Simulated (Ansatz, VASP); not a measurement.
**NaCl in two plane-wave programs**

One calculation is typed for both programs; each brings its own data sets and cutoff. How far apart do they land? The cell is taken from a series of VASP runs on this material, whose earlier steps may have relaxed, scaled or displaced it; both programs get it as it stands.

Method: plane waves, with VASP 6.6.1 beside it; relaxation of cell and atoms at PBEsol with D3(BJ) and relaxation of cell and atoms at r2SCAN, in Ansatz 0.2.0.

### Step 1. Starting point

The structure is cubic, space group Fm-3m (No. 225). Conventional cell: a = 5.495 Å, b = 5.495 Å, c = 5.495 Å, α = 90.00°, β = 90.00°, γ = 90.00°. Nearest to Cl lie 6 Na at 2.75 Å. Nearest to Na lie 6 Cl at 2.75 Å. Farther neighbours and most contacts between anions are not listed.

### Step 2. Ansatz: relaxation of cell and atoms, PBEsol with D3(BJ)

Ansatz runs on its default PAW (the set named soft_2) files.

The relaxed volume is the usual yardstick between codes: its relative difference is about their pressure difference at one cell divided by the bulk modulus.

Input file input.yaml:

```yaml
crystal:
  lattice:
    - [0.0, 2.7474612591, 2.7474612591]
    - [2.7474612591, 0.0, 2.7474612591]
    - [2.7474612591, 2.7474612591, 0.0]
  atoms:
    - { symbol: Cl, position: [0.5, 0.5, 0.5] }
    - { symbol: Na, position: [0.0, 0.0, 0.0] }
hamiltonian:
  xc: pbesol
  pseudopotentials: { kind: paw }
  dispersion: d3bj
kpoints:
  mp_grid: { grid: [6, 6, 6] }
scf:
  occupations: { method: gaussian, width: 0.03 }
relax:
  f_tol: 0.01
  max_steps: 60
  cell: { stress_tol: 0.05 }
output:
  forces: true
  stress: true
```

Started as:

```sh
$ ansatz run input.yaml --threads 4 --pin off --max-ram 9216MiB --backend cpu --events-out ev --progress --plain --runs-dir out
```

Numbers of over 12 decimals in the logs are rounded to 6 here.

What it wrote:

```text
Engine: ansatz 0.2.0, aarch64-unknown-linux-gnu
Pseudopotentials: kind: paw
Pseudopotential: Cl, paw, valence charge 7, recommended cutoff 420 eV (normal), Cl.paw.azcp
Pseudopotential: Na, paw, valence charge 9, recommended cutoff 420 eV (normal), Na.paw.azcp
Functional definition: PBEsol
  exchange = pbesol_x
  correlation = pbesol_c
Crystal: 2 atoms, lattice volume = 41.479 Å³
Basis set: ecut = 420 eV, 869 PW (Γ), exchange–correlation on 54×54×54 points (8 copies of the dense FFT grid, shifted against one another)
Bands: 12, of which v1, the nominal top of the filled ones, is band 8 counted from 1 (7 counted from 0)
Symmetry: 48 space group operations
Space group: Fm-3m (ITA 225), of the structure as read, at distance tolerance 3.5e-5 Å
k-points: 16 of 216
Non-local potential: Cl, projectors of the file, l = 0: 2, l = 1: 2, l = 2: 2
Non-local potential: Na, projectors of the file, l = 0: 3, l = 1: 2, l = 2: 1
PAW form: soft (Blöchl's): semilocal exchange-correlation on the pseudo side does not see the compensation charge
PAW frozen core: Cl, regenerated for the run's functional, and the local potential with it (the file was generated under x = pbe(κ = 0.804, μ = 0.219515), c = pbe(β = 0.066725))
PAW frozen core: Na, regenerated for the run's functional, and the local potential with it (the file was generated under x = pbe(κ = 0.804, μ = 0.219515), c = pbe(β = 0.066725))
PAW one-centre angular grid: Cl, 110 points (default); XC on 64 Gauss nodes
PAW one-centre angular grid: Na, 110 points (default); XC on 64 Gauss nodes
Initial density: superposition of atomic densities (neutral atoms: chi_scale 0, normalization atom), corrected by the library's trained network
Initial wavefunctions: pseudopotential atomic-orbital guess
Functional: x = pbesol(κ = 0.804, μ = 0.123457), c = pbesol(β = 0.046)
SCF iter   1: F=—  HF=-2540.692353 eV  |F-HF|=—  |Δ(HF+E_count)|=         —  Δρ=2.98e-3  dr2=3.82e-3  ethr=1.77e-3  ⟨swp⟩=6.1  Hψ=1139  notcnv=0
preconditioner: auto → none  [insulator: Δε(μ)=5.183 eV  Ē_g=20.949 eV  σ=0.030 eV  W_gap=1.00  n_scr=14 (ndim 8)  ℏωp=21.6 eV  f_vac=0.013  D(μ)=0.00/eV (n_scr^D=0)  ε∞_Penn≈2.1]
SCF iter   2: F=—  HF=-2540.689686 eV  |F-HF|=—  |Δ(HF+E_count)|=   2.67e-3  Δρ=1.45e-3  dr2=1.19e-3  ethr=2.39e-5  ⟨swp⟩=2.8  Hψ=496  notcnv=0
SCF iter   3: F=—  HF=-2540.689796 eV  |F-HF|=—  |Δ(HF+E_count)|=   1.11e-4  Δρ=1.34e-3  dr2=1.08e-3  ethr=7.47e-6  ⟨swp⟩=2.0  Hψ=320  notcnv=0
SCF iter   4: F=—  HF=-2540.689453 eV  |F-HF|=—  |Δ(HF+E_count)|=   3.44e-4  Δρ=4.92e-4  dr2=1.45e-4  ethr=6.77e-6  ⟨swp⟩=2.1  Hψ=227  notcnv=0
SCF iter   5: F=—  HF=-2540.689401 eV  |F-HF|=—  |Δ(HF+E_count)|=   5.13e-5  Δρ=1.31e-5  dr2=3.60e-8  ethr=9.03e-7  ⟨swp⟩=2.0  Hψ=255  notcnv=0
SCF iter   6: F=—  HF=-2540.689412 eV  |F-HF|=—  |Δ(HF+E_count)|=   1.06e-5  Δρ=2.62e-6  dr2=1.54e-9  ethr=2.25e-10  ⟨swp⟩=2.9  Hψ=693  notcnv=0
SCF iter   7: F=-2540.689412 eV  HF=-2540.689412 eV  |F-HF|=7.53e-10  |Δ(HF+E_count)|=   3.36e-9  Δρ=1.35e-6  dr2=1.26e-9  ethr=9.61e-12  ⟨swp⟩=1.9  Hψ=539  notcnv=0
SCF 1 converged in 7 iterations: F = -2540.689412 eV  dr2 = 1.26e-9
  greatest PAW one-centre occupation: 0.999 electrons in one spin orbital (limit 2), on the Na atom at site 1 (counted from 0), in its partial waves of l = 0
relax step   1: F+E_penalty+E_count = -2540.68941188 eV  Δ(F+E_penalty+E_count) = +0.000e0 eV  max|allowed force component| = 2.186e-30 eV/Å  Δτ_max = 0.0000 Å  P = +0.063 GPa  Ω = 41.479 Å³  (7 SCF iters, dr2 threshold 1.00e-7 eV, accepted)
[...]
relax step   2: F+E_penalty+E_count = -2540.68942574 eV  Δ(F+E_penalty+E_count) = -1.386e-5 eV  max|allowed force component| = 1.824e-30 eV/Å  Δτ_max = 0.0000 Å  P = +0.024 GPa  Ω = 41.533 Å³  energy of the carried Pulay correction = -8.695e-7 eV  (4 SCF iters, dr2 threshold 1.00e-8 eV, accepted)
[...]
relax step   3: F+E_penalty+E_count = -2540.68942574 eV  Δ(F+E_penalty+E_count) = +6.185e-11 eV  max|allowed force component| = 1.742e-30 eV/Å  Δτ_max = 0.0000 Å  P = +0.024 GPa  Ω = 41.533 Å³  stress off target by 2.39e-2 GPa  SCF on the basis re-selected at this cell (its energy is not comparable with the rows above)  (5 SCF iters)
basis re-selected at this cell: Δ(F+E_penalty+E_count) = +6.185e-11 eV, ΔP = +0.000 GPa vs the last step (what re-selecting the basis moved, of the pressure what is left beyond the Pulay correction that the steps carried, after the strain that the cell walked since its last selection, with what the two solves' SCF thresholds leave and, on support functions, any second-order correction that the steps lacked; it is no  [...]
SCF converged after 5 iterations
Free energy (F): -2540.689426 eV
Harris-Foulkes:  -2540.689426 eV  (|F-HF|=4.55e-12)
Internal energy: -2540.689426 eV  (E = F + TS)
E sigma→0 (E₀):  -2540.689426 eV
Fermi energy:    4.277189 eV
--- Per-component energies (eV) ---
  E_band       = -224.068365
  E_kinetic    = 283.254167
  E_local      = -1491.361945  (includes V_loc(G=0)·N_el)
  E_nonlocal   = 144.941027
  E_hartree    = 523.826548
  E_xc         = -145.288833
  E_vxc        = -172.250243  (∫ρ·V_xc dr)
  E_paw        = -895.327304  (= ΣΔE_a)
  E_vpaw       = -36.304480  (= ΣTr[D̂ρ^β])
  E_aug_tail   = 0.000068  (compensation charges beyond the density's cutoff)
  E_ewald      = -960.451514
  E_disp       = -0.414765  (pairwise vdW)
  E_core_change = 0.133126  (= ΣΔE_core)
  E_smearing   = -0.000000  (= −TS)
  E_closure    = -0.000000  (closes the sum)
  Σ components = -2540.689426   (vs F -2540.689426, Δ=0.00e0)
--- Forces (eV/Å), atoms counted from 1 ---
  atom   1  Cl     0.00000000     0.00000000     0.00000000
  atom   2  Na    -0.00000000     0.00000000     0.00000000
  max |Σ_I F_I| component: 2.30e-30 eV/Å
--- Stress (GPa, compression-positive) ---
        0.023887      -0.000000      -0.000000
       -0.000000       0.023887      -0.000000
       -0.000000      -0.000000       0.023887
  P = ⅓ Tr σ = 0.0239 GPa (0.239 kbar)
--- Relaxed structure (2 steps of the walk, 2 accepted, 1 SCFs on fresh bases) ---
  F+E_penalty+E_count = -2540.68942574 eV   max|allowed force component| = 1.742e-30 eV/Å   (the final SCF, on the basis selected at the relaxed cell)
  cell:  # Å, volume = 41.5329 Å³
    - [0.0, 2.748659, 2.748659]
    - [2.748659, 0, 2.748659]
    - [2.748659, 2.748659, 0]
  atoms:
    - { symbol: Cl, position: [0.5, 0.5, 0.5] }
    - { symbol: Na, position: [0, 0, 0] }
```

The job ended after 1.1 s (4 threads of Arm Neoverse V2, shared host; peak memory 0.28 GiB; 2.2 s of CPU time).

### Step 3. VASP: relaxation of cell and atoms, PBEsol with D3(BJ)

The same cell, functional, mesh and smearing now go to VASP, with its own data sets and cutoff.

Lines of VASP's logs that name or quote its potential files are left out, and so is its time.

Input file INCAR:

```
SYSTEM = NaCl
PREC = Accurate
ENCUT = 450
EDIFF = 1E-06
NELM = 100
ISMEAR = 0
SIGMA = 0.03
LREAL = .FALSE.
ALGO = Normal
GGA = PS
IVDW = 12
NBANDS = 13
LORBIT = 11
LWAVE = .FALSE.
LCHARG = .FALSE.
KPAR = 4
IBRION = 2
NSW = 50
ISIF = 3
EDIFFG = -0.006
```

Input file POSCAR:

```
NaCl
1.0
    0.0000000000      2.7474612591      2.7474612591
    2.7474612591      0.0000000000      2.7474612591
    2.7474612591      2.7474612591      0.0000000000
Cl Na
1 1
Direct
    0.5000000000      0.5000000000      0.5000000000
    0.0000000000      0.0000000000      0.0000000000
```

Input file KPOINTS:

```
Automatic mesh
0
Gamma
6 6 6
0 0 0
```

The projector-augmented-wave data sets are Cl and Na_pv (PBE family, release 64).

Started as:

```sh
$ mpirun -np 4 vasp_std
```

What it wrote:

```text
[banner, memory and clock lines left out]
running    4 mpi-ranks, on    1 nodes
 distrk:  each k-point on    1 cores,    4 groups
 distr:  one band on    1 cores,    1 groups

 POSCAR found type information on POSCAR ClNa
 POSCAR found :  2 types and       2 ions
|                                                                             |
|               ----> ADVICE to this user running VASP <----                  |
|                                                                             |
|     You enforced a specific xc type in the INCAR file but a different       |
|     [... a line on the potential file left out ...]
|     I HOPE YOU KNOW WHAT YOU ARE DOING!                                     |
|                                                                             |

 LDA part: xc-table for (Slater+PW92), standard interpolation
 POSCAR, INCAR and KPOINTS ok, starting setup
 FFT: planning ... GRIDC
 FFT: planning ... GRID_SOFT
 FFT: planning ... GRID
 WAVECAR not read
 entering main loop
       N       E                     dE             d eps       ncg     rms          rms(c)
DAV:   1     0.892042123425E+02    0.89204E+02   -0.65551E+03   421   0.987E+02
DAV:   2     0.100457132936E+00   -0.89104E+02   -0.81714E+02   460   0.263E+02
DAV:   3    -0.701689683569E+01   -0.71174E+01   -0.70709E+01   541   0.690E+01
DAV:   4    -0.713671208640E+01   -0.11982E+00   -0.11974E+00   481   0.967E+00
DAV:   5    -0.713932929686E+01   -0.26172E-02   -0.26171E-02   501   0.146E+00    0.194E+00
DAV:   6    -0.699245546188E+01    0.14687E+00   -0.24520E-01   496   0.382E+00    0.140E+00
DAV:   7    -0.698171708084E+01    0.10738E-01   -0.63180E-02   559   0.180E+00    0.940E-01
DAV:   8    -0.698468039183E+01   -0.29633E-02   -0.69087E-03   446   0.831E-01    0.276E-01
DAV:   9    -0.698458201975E+01    0.98372E-04   -0.18741E-04   511   0.116E-01    0.156E-01
DAV:  10    -0.698461095075E+01   -0.28931E-04   -0.20065E-04   461   0.107E-01    0.421E-02
DAV:  11    -0.698460483593E+01    0.61148E-05   -0.13000E-05   506   0.314E-02    0.139E-02
DAV:  12    -0.698460445541E+01    0.38052E-06   -0.20568E-06   456   0.108E-02
   1 F= -.73998116E+01 E0= -.73998116E+01  d E =-.739981E+01
 curvature:   0.00 expect dE= 0.000E+00 dE for cont linesearch  0.000E+00
 trial: gam= 0.00000 g(F)=  0.570E-60 g(S)=  0.656E-06 ort = 0.000E+00 (trialstep = 0.100E+01)
 search vector abs. value=  0.656E-06
 reached required accuracy - stopping structural energy minimisation
```

OUTCAR, selected parts (step 3):

```text
ion  position               nearest neighbor table
   1  0.500  0.500  0.500-
   2  0.000  0.000  0.000-

  LATTYP: Found a face centered cubic cell.
 ALAT       =     5.4949225182

 Subroutine GETGRP returns: Found 48 space group operations
 (whereof 48 operations were pure point group operations)

The static configuration has the point symmetry O_h .

 Found     16 irreducible k-points:

   k-points           NKPTS =     16   k-points in BZ     NKDIM =     16   number of bands    NBANDS=     13

   dimension x,y,z NGX =    28 NGY =   28 NGZ =   28
   dimension x,y,z NGXF=    56 NGYF=   56 NGZF=   56

   ENCUT  =  450.0 eV  33.07 Ry    5.75 a.u.   6.72  6.72  6.72*2*pi/ulx,y,z

   NELECT =      14.0000    total number of electrons

 k-points in reciprocal lattice and weights: Automatic mesh
   0.00000000  0.00000000  0.00000000       0.005
   0.16666667  0.00000000  0.00000000       0.037
   0.33333333  0.00000000  0.00000000       0.037
   0.50000000  0.00000000  0.00000000       0.019
   0.16666667  0.16666667  0.00000000       0.028
   0.33333333  0.16666667  0.00000000       0.111
   0.50000000  0.16666667  0.00000000       0.111
  -0.33333333  0.16666667  0.00000000       0.111
  -0.16666667  0.16666667  0.00000000       0.056
[...]
-0.33333333  0.33333333  0.16666667       0.111
  -0.33333333  0.50000000  0.16666667       0.056

 average (electrostatic) potential at core
       1 -93.2789       2 -46.5026

 E-fermi :  -0.1420

 k-point     1 :       0.0000    0.0000    0.0000
  band No.  band energies     occupation
    ...
      3     -20.8267      2.00000
      4     -13.1472      2.00000
      5      -0.3087      2.00000
      6      -0.3087      2.00000
      7      -0.3087      2.00000
      8       4.9241      0.00000
      9      10.7543      0.00000
     10      10.7543      0.00000
     11      10.7543      0.00000
     12      13.0826      0.00000
    ...

 k-point     2 :       0.1667    0.0000    0.0000
  band No.  band energies     occupation
    ...
      3     -20.8276      2.00000
      4     -13.0435      2.00000
      5      -1.0076      2.00000
      6      -0.3923      2.00000
      7      -0.3923      2.00000
      8       5.7932      0.00000
      9       9.9579      0.00000
     10      11.0776      0.00000
     11      11.0776      0.00000
     12      12.7824      0.00000
    ...

 k-point     3 :       0.3333    0.0000    0.0000
  band No.  band energies     occupation
    ...
      3     -20.8289      2.00000
      4     -12.8252      2.00000
      5      -2.0800      2.00000
      6      -0.5504      2.00000
      7      -0.5504      2.00000
      8       6.7976      0.00000
      9      10.0022      0.00000
     10      10.9559      0.00000
     11      10.9559      0.00000
     12      13.9250      0.00000
    ...

 Edisp (eV)   -0.41521

  Total      -0.00301    -0.00301    -0.00301    -0.00000    -0.00000     0.00000
  in kB      -0.11632    -0.11632    -0.11632    -0.00000    -0.00000     0.00000
  external pressure =       -0.12 kB  Pullay stress =        0.00 kB

  energy-cutoff  :      450.00
  volume of cell :       41.48
      direct lattice vectors                 reciprocal lattice vectors
     0.000000000  2.747461259  2.747461259    -0.181986188  0.181986188  0.181986188
     2.747461259  0.000000000  2.747461259     0.181986188 -0.181986188  0.181986188
     2.747461259  2.747461259  0.000000000     0.181986188  0.181986188 -0.181986188

 POSITION                                       TOTAL-FORCE (eV/Angst)
 -----------------------------------------------------------------------------------
      2.74746      2.74746      2.74746         0.000000      0.000000      0.000000
      0.00000      0.00000      0.00000        -0.000000     -0.000000     -0.000000
 -----------------------------------------------------------------------------------
    total drift:                                0.000000      0.000000      0.000000

  FREE ENERGIE OF THE ION-ELECTRON SYSTEM (eV)
  ---------------------------------------------------
  free  energy   TOTEN  =        -7.3998115927 eV

  energy  without entropy=       -7.3998115927  energy(sigma->0) =       -7.39981159

 reached required accuracy - stopping structural energy minimisation

 total charge
# of ion       s       p       d       tot
------------------------------------------
    1        1.578   3.569   0.000   5.148
    2        0.049   5.988   0.000   6.038
--------------------------------------------------
tot          1.628   9.558   0.000  11.185

[... 3 further parts left out ...]
```

[end of part 1 of 2]

[Lines on the potential files, build, host, timing and source positions are cut from VASP's logs without a mark.]

[Logs are printed without paths, hosts, clocks, repeated set-up lines and the standing remarks that a program may print on its own settings, such as how far it seeks lower states.]

[Hosts, paths, dates, database ids (printed as entryN), source tags and the programs' standing remarks are cut or masked in the printed files.]
